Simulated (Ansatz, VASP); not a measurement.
## Rb in VASP and in Ansatz

The input INCAR:

```
SYSTEM = Rb
PREC = Accurate
ENCUT = 520
EDIFF = 1E-6
ISMEAR = -1
SIGMA = 0.05
LREAL = .False.
LASPH = .True.
NELM = 60
ALGO = Normal
ISIF = 2
LWAVE = .False.
LCHARG = .False.
NBANDS = 10
```

Contents of KPOINTS:

```
Automatic mesh
0
Gamma
  11 11 11
  0 0 0
```

File POSCAR:

```
Rb
1.0
   -2.5739217530      2.5739217530      2.5739217530
    2.5739217530     -2.5739217530      2.5739217530
    2.5739217530      2.5739217530     -2.5739217530
Rb
1
Direct
    0.0000000000      0.0000000000      0.0000000000
```

Input for Ansatz:

```yaml
crystal:
  lattice:
    - [-2.573921753, 2.573921753, 2.573921753]
    - [2.573921753, -2.573921753, 2.573921753]
    - [2.573921753, 2.573921753, -2.573921753]
  atoms:
    - { symbol: Rb, position: [0.0, 0.0, 0.0] }
kpoints:
  mp_grid: { grid: [11, 11, 11] }
scf:
  occupations: { method: fermi_dirac, width: 0.05 }
hamiltonian:
  xc: lda
  pseudopotentials: { kind: paw }
output:
  forces: true
  stress: true
  eigenvalues: true
  populations: true
```

Change from the starting cell: volume scaled by 0.88, PAW files.

Alike in both runs: task single point; functional LDA; k mesh 11 × 11 × 11; occupations fermi-dirac, width 0.05 eV; no spin polarisation.

|  | VASP | Ansatz |
| --- | --- | --- |
| version | VASP 6.6.1 | Ansatz 0.2.0 |
| potentials or method | VASP PAW LDA potentials, release 64 (Rb_sv) | PAW with Ansatz's default frozen-core files, scalar-relativistic |
| plane-wave cutoff (eV) | 520 | 420 |
| valence electrons in the cell | 9 | 9 |

```csv
,VASP,Ansatz,Ansatz less VASP
pressure (GPa),0.6,0.6,+0.01
```
